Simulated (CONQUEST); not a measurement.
Ge under changes of volume

One of the cells (19.014 Å³/atom); the others are scaled copies at fixed shape and fractional positions:

```
Ge
1.0
     2.87389    0.00000    0.00000
     0.00000    4.99180    0.00000
     0.00000    0.00000    5.30173
Ge
4
Cartesian
  0.1841 0.0000 1.3254
  1.6210 2.4959 3.9763
  1.2529 2.4959 1.3254
  2.6898 0.0000 3.9763
```

This isn't the form of Ge at room conditions, which is diamond.

```yaml
Program: CONQUEST 1.3
Functional: PBEsol
Potentials_or_basis: PseudoDojo NC PBEsol, DZP, grid of 32 × 48 × 60 points
k_mesh: 9 × 6 × 5
Occupations: fermi-dirac, width 0.05 eV
Spin: no spin polarisation
```

```csv
volume (Å³/atom),energy over the lowest point (meV/atom),pressure (GPa),largest force (eV/Å)
17.874,13.05,4.7,0.008
18.254,?,?,?
18.634,0.28,0.8,0.014
19.014,0.00,-0.6,0.029
19.395,3.17,-2.0,0.032
19.775,9.53,-3.2,0.038
20.155,18.86,-4.5,0.048
```

**Question.** What does the run at 18.254 Å³/atom give?

**Answer.** Energy over the lowest point 4.45 meV/atom; pressure 2.7 GPa; largest force 0.011 eV/Å.

Worked out: A Birch-Murnaghan fit of order 3 (a polynomial in V^(-2/3)) to the other rows has its minimum at 18.86 Å³/atom with B0 = V·E''(V) = 77 GPa and B' = 3.9 at fixed shape and positions, which overstates the stiffness. It gives 4.53 meV/atom at 18.254 Å³/atom, against the run's 4.45, and -dE/dV = 2.7 GPa, against 2.7.

Energies are extrapolated to zero smearing.

Caveats: the basis of atomic orbitals isn't converged, which shifts pressures, moduli and gaps.
